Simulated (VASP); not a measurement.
# Si (Imma) in VASP: a series of runs, part 2 of 2

VASP 6.6.1. The steps go on from the part before.

## (3) Band structure, PBE, non-collinear spin, zero start, spin-orbit coupling

Contents of INCAR:

```
SYSTEM = Si
ALGO     = Normal         ! electronic algorithm
EDIFF    = 1E-6           ! SCF threshold, eV
ENCUT    = 520            ! plane-wave cutoff, eV
GGA      = PE             ! functional
GGA_COMPAT= .FALSE.      
ISIF     = 2              ! what is computed and relaxed
ISMEAR   = 0              ! smearing method
KPAR     = 4            
LASPH    = .TRUE.         ! aspherical terms in the spheres
LCHARG   = .FALSE.        ! write CHGCAR
LORBIT   = 11             ! projections on sites
LREAL    = .FALSE.        ! projectors in reciprocal space
LSORBIT  = .TRUE.         ! spin-orbit coupling
LWAVE    = .FALSE.        ! write WAVECAR
MAGMOM   = 0 0 0 0 0 0 0 0 0 0 0 0 ! initial moments
NBANDS   = 30             ! bands
NELM     = 100            ! most SCF steps
PREC     = Accurate       ! precision mode
SIGMA    = 0.02           ! smearing width, eV
```

Contents of KPOINTS:

```
k-points
0
G
  6 5 6
  0 0 0
```

Contents of POSCAR:

```
Si                                      
1.0
    3.8492788677      0.0000000000      0.0000000000
    0.0000000000      5.4437023800      0.0000000000
    0.0000000000      0.0000000000      3.9012442447
  Si            
     4
Direct
     1.0000000000000000    0.0000000000000000    0.0000000000000000
     0.5000000000000000    0.5000000000000000    0.5000000000000000
     0.0000000000000000    0.2500000000000000    0.5000000000000000
     0.5000000000000000    0.7500000000000000    0.0000000000000000
```

Contents of KPOINTS_OPT:

```
path GXMGZRAZ,XR,MA
15
line-mode
reciprocal
 0.0000000000  0.0000000000  0.0000000000  G
 0.0000000000  0.0000000000 -0.5000000000  X

 0.0000000000  0.0000000000 -0.5000000000  X
-0.5000000000  0.0000000000 -0.5000000000  M

-0.5000000000  0.0000000000 -0.5000000000  M
 0.0000000000  0.0000000000  0.0000000000  G

 0.0000000000  0.0000000000  0.0000000000  G
 0.0000000000 -0.5000000000  0.0000000000  Z

 0.0000000000 -0.5000000000  0.0000000000  Z
 0.0000000000 -0.5000000000 -0.5000000000  R

 0.0000000000 -0.5000000000 -0.5000000000  R
-0.5000000000 -0.5000000000 -0.5000000000  A

-0.5000000000 -0.5000000000 -0.5000000000  A
 0.0000000000 -0.5000000000  0.0000000000  Z

 0.0000000000  0.0000000000 -0.5000000000  X
 0.0000000000 -0.5000000000 -0.5000000000  R

-0.5000000000  0.0000000000 -0.5000000000  M
-0.5000000000 -0.5000000000 -0.5000000000  A
```

Potentials or basis: VASP PAW PBE potentials, release 64 (Si).

On the command line:

```sh
$ cat potpaw_PBE.64/Si/POTCAR > POTCAR
$ mpirun -np 4 vasp_ncl > vasp.out
```

Run time: 62 s. Hardware: 4 MPI ranks of Intel Xeon 6975P-C (Granite Rapids), shared host; peak memory 0.47 GiB.

It converged, with:

```
Free energy                                           : -21.6799 eV
Pressure                                              : 0.1 GPa
Largest force                                         : 0.122 eV/Å
Net moment                                            : 0.00 μB per cell
Valence electrons inside the program's atomic spheres : Si 1.68
```

Forces in eV/Å, atoms in the order of the input:
```
Si   0.000  0.122  0.000
Si   0.000  0.122  0.000
Si   0.000 -0.122  0.000
Si   0.000 -0.122  0.000
```

Stress tensor (GPa, compression positive):
```
 1.27  0.00  0.00
 0.00  0.32  0.00
 0.00  0.00 -1.40
```

Moments on the atoms (μB; x, y, z):
```
Si  0.00 0.00 0.00
Si  0.00 0.00 0.00
Si  0.00 0.00 0.00
Si  0.00 0.00 0.00
```

## (4) Band structure, HSE06

POSCAR is that of step 3.

Contents of INCAR.step1:

```
SYSTEM = Si
ALGO     = Normal         ! electronic algorithm
EDIFF    = 1E-5           ! SCF threshold, eV
ENCUT    = 520            ! plane-wave cutoff, eV
GGA      = PE             ! functional
ISIF     = 2              ! what is computed and relaxed
ISMEAR   = 0              ! smearing method
KPAR     = 4            
LASPH    = .TRUE.         ! aspherical terms in the spheres
LCHARG   = .FALSE.        ! write CHGCAR
LREAL    = .FALSE.        ! projectors in reciprocal space
LWAVE    = .TRUE.         ! write WAVECAR
NBANDS   = 16             ! bands
NELM     = 100            ! most SCF steps
PREC     = Accurate       ! precision mode
SIGMA    = 0.02           ! smearing width, eV
```

Contents of INCAR.step2:

```
SYSTEM = Si
ALGO     = Normal         ! electronic algorithm
EDIFF    = 1E-6           ! SCF threshold, eV
ENCUT    = 520            ! plane-wave cutoff, eV
GGA      = PE             ! functional
HFSCREEN = 0.2            ! screening, 1/A
ISIF     = 2              ! what is computed and relaxed
ISMEAR   = 0              ! smearing method
ISTART   = 1            
KPAR     = 4            
LASPH    = .TRUE.         ! aspherical terms in the spheres
LCHARG   = .FALSE.        ! write CHGCAR
LHFCALC  = .TRUE.         ! exact exchange
LREAL    = .FALSE.        ! projectors in reciprocal space
LWAVE    = .FALSE.        ! write WAVECAR
NBANDS   = 16             ! bands
NELM     = 100            ! most SCF steps
PREC     = Accurate       ! precision mode
PRECFOCK = Fast         
SIGMA    = 0.02           ! smearing width, eV
```

Contents of KPOINTS:

```
k-points
0
G
  5 4 5
  0 0 0
```

Edit KPOINTS_OPT of step 3 so:

```diff
@@ -1,3 +1,3 @@
 path GXMGZRAZ,XR,MA
-15
+10
 line-mode
```

On the command line:

```sh
$ cat potpaw_PBE.64/Si/POTCAR > POTCAR
$ cp INCAR.step1 INCAR
$ mpirun -np 4 vasp_std > vasp.out
$ cp INCAR.step2 INCAR
$ mpirun -np 4 vasp_std > vasp.out
```

Run time: 4.9 min. Hardware: 4 MPI ranks of Intel Xeon 6975P-C (Granite Rapids), shared host; peak memory 0.39 GiB.

The run converged. Its results:

| Item | Value |
| --- | --- |
| Free energy | -25.1239 eV |
| Pressure | -1.8 GPa |
| Largest force | 0.123 eV/Å |
| Band gap on the k mesh | 1.16 eV |
| Band gap along the path | 1.11 eV |

Forces in eV/Å, atoms in the order of the input:
```
Si   0.000  0.123  0.000
Si   0.000  0.123  0.000
Si   0.000 -0.123  0.000
Si   0.000 -0.123  0.000
```

Stress tensor (GPa, compression positive):
```
-0.41  0.00  0.00
 0.00 -1.62  0.00
 0.00  0.00 -3.24
```

Levels at the corners of the path, in eV from the valence-band top:
```
point  band 5  band 6  band 7  band 8  band 9  band 10  band 11  band 12
    Γ   -3.09   -0.07   -0.05    0.00    1.20     1.36     3.19     3.26
    X   -4.02   -4.02   -1.47   -1.47    3.16     3.16     5.76     5.76
    X   -4.02   -4.02   -1.47   -1.47    3.16     3.16     5.76     5.76
    M   -3.09   -3.09   -3.09   -3.09    1.32     1.32     1.32     1.32
    M   -3.09   -3.09   -3.09   -3.09    1.32     1.32     1.32     1.32
    Γ   -3.09   -0.07   -0.05    0.00    1.20     1.36     3.19     3.26
    Γ   -3.09   -0.07   -0.05    0.00    1.20     1.36     3.19     3.26
    Z   -2.14   -2.14   -2.02   -2.02    1.71     1.71     3.88     3.88
    Z   -2.14   -2.14   -2.02   -2.02    1.71     1.71     3.88     3.88
    R   -1.34   -1.34   -1.25   -1.25    2.21     2.21     4.12     4.12
    R   -1.34   -1.34   -1.25   -1.25    2.21     2.21     4.12     4.12
    A   -4.14   -4.14   -4.14   -4.14    5.08     5.08     5.08     5.08
    A   -4.14   -4.14   -4.14   -4.14    5.08     5.08     5.08     5.08
    Z   -2.14   -2.14   -2.02   -2.02    1.71     1.71     3.88     3.88
    X   -4.02   -4.02   -1.47   -1.47    3.16     3.16     5.76     5.76
    R   -1.34   -1.34   -1.25   -1.25    2.21     2.21     4.12     4.12
    M   -3.09   -3.09   -3.09   -3.09    1.32     1.32     1.32     1.32
    A   -4.14   -4.14   -4.14   -4.14    5.08     5.08     5.08     5.08
```

Caveat: the PAW data sets were made with another functional, which shifts forces and pressure a little.

## (5) Band structure, PBE0

POSCAR is that of step 4.

INCAR.step1 is that of step 4.

Edit INCAR.step2 of step 4 so:

```diff
@@ -1,2 +1,3 @@
 SYSTEM = Si
+AEXX     = 0.25           ! exact-exchange fraction
 ALGO     = Normal         ! electronic algorithm
@@ -5,3 +6,3 @@
 GGA      = PE             ! functional
-HFSCREEN = 0.2            ! screening, 1/A
+HFRCUT   = -1           
 ISIF     = 2              ! what is computed and relaxed
```

KPOINTS is that of step 4.

KPOINTS_OPT is that of step 4.

On the command line:

```sh
$ cat potpaw_PBE.64/Si/POTCAR > POTCAR
$ cp INCAR.step1 INCAR
$ mpirun -np 4 vasp_std > vasp.out
$ cp INCAR.step2 INCAR
$ mpirun -np 4 vasp_std > vasp.out
```

Wall time 4.8 min (4 MPI ranks of Intel Xeon 6975P-C (Granite Rapids), shared host); peak memory 0.3 GiB.

The run converged. Its results:

```yaml
Free_energy: -27.0940 eV
Pressure: -2.0 GPa
Largest_force: 0.124 eV/Å
Band_gap_on_the_k_mesh: 1.78 eV
Band_gap_along_the_path: 1.74 eV
```

Forces on the atoms (eV/Å):
```
Si   0.000  0.124  0.000
Si   0.000  0.124  0.000
Si   0.000 -0.124  0.000
Si   0.000 -0.124  0.000
```

Stress tensor (GPa, compression positive):
```
-0.65  0.00  0.00
 0.00 -1.75  0.00
 0.00  0.00 -3.49
```

Levels at the corners of the path, in eV from the valence-band top:
| point | band 5 | band 6 | band 7 | band 8 | band 9 | band 10 | band 11 | band 12 |
| --- | --- | --- | --- | --- | --- | --- | --- | --- |
| Γ | -3.18 | -0.10 | -0.09 | 0.00 | 1.83 | 1.99 | 3.80 | 3.90 |
| X | -4.12 | -4.12 | -1.54 | -1.54 | 3.81 | 3.81 | 6.43 | 6.43 |
| X | -4.12 | -4.12 | -1.54 | -1.54 | 3.81 | 3.81 | 6.43 | 6.43 |
| M | -3.16 | -3.16 | -3.16 | -3.16 | 1.93 | 1.93 | 1.93 | 1.93 |
| M | -3.16 | -3.16 | -3.16 | -3.16 | 1.93 | 1.93 | 1.93 | 1.93 |
| Γ | -3.18 | -0.10 | -0.09 | 0.00 | 1.83 | 1.99 | 3.80 | 3.90 |
| Γ | -3.18 | -0.10 | -0.09 | 0.00 | 1.83 | 1.99 | 3.80 | 3.90 |
| Z | -2.22 | -2.22 | -2.10 | -2.10 | 2.34 | 2.34 | 4.53 | 4.53 |
| Z | -2.22 | -2.22 | -2.10 | -2.10 | 2.34 | 2.34 | 4.53 | 4.53 |
| R | -1.41 | -1.41 | -1.28 | -1.28 | 2.81 | 2.81 | 4.77 | 4.77 |
| R | -1.41 | -1.41 | -1.28 | -1.28 | 2.81 | 2.81 | 4.77 | 4.77 |
| A | -4.25 | -4.25 | -4.25 | -4.25 | 5.74 | 5.74 | 5.74 | 5.74 |
| A | -4.25 | -4.25 | -4.25 | -4.25 | 5.74 | 5.74 | 5.74 | 5.74 |
| Z | -2.22 | -2.22 | -2.10 | -2.10 | 2.34 | 2.34 | 4.53 | 4.53 |
| X | -4.12 | -4.12 | -1.54 | -1.54 | 3.81 | 3.81 | 6.43 | 6.43 |
| R | -1.41 | -1.41 | -1.28 | -1.28 | 2.81 | 2.81 | 4.77 | 4.77 |
| M | -3.16 | -3.16 | -3.16 | -3.16 | 1.93 | 1.93 | 1.93 | 1.93 |
| A | -4.25 | -4.25 | -4.25 | -4.25 | 5.74 | 5.74 | 5.74 | 5.74 |

Caveat: the PAW data sets were made with another functional, which shifts forces and pressure a little.

## (6) Summary

```tsv
level	spin	k mesh	grid for exact exchange (PRECFOCK)	screening parameter	exchange at q = 0	gap on the mesh (eV)	pressure (GPa)	largest force (eV/Å)
PBE	off	6 × 5 × 6	-	-	-	0.54	0.1	0.12
PBE	non-collinear, zero start, SOC	6 × 5 × 6	-	-	-	-	0.1	0.12
HSE06	off	5 × 4 × 5	Fast	0.2 1/A	-	1.16	-1.8	0.12
PBE0	off	5 × 4 × 5	Fast	-	truncated	1.78	-2.0	0.12
```

Alike in all rows: task band structure; potentials or basis VASP PAW PBE potentials, release 64 (Si); cell as given; cutoff (eV) 520; smearing gaussian 0.02 eV.

On the cell as given the gap runs from 0.53 eV (PBE) to 1.74 eV (PBE0); the meshes differ, which moves gaps too. The pressure there spans -2.0 GPa (PBE0) to 0.1 GPa (PBE); a positive pressure means that this level wants a larger cell, a negative one a smaller.

Caveats: the PAW data sets were made with another functional, which shifts forces and pressure a little (some runs).

Total energies depend on the potentials used, so only differences within one code and one set of settings carry meaning.
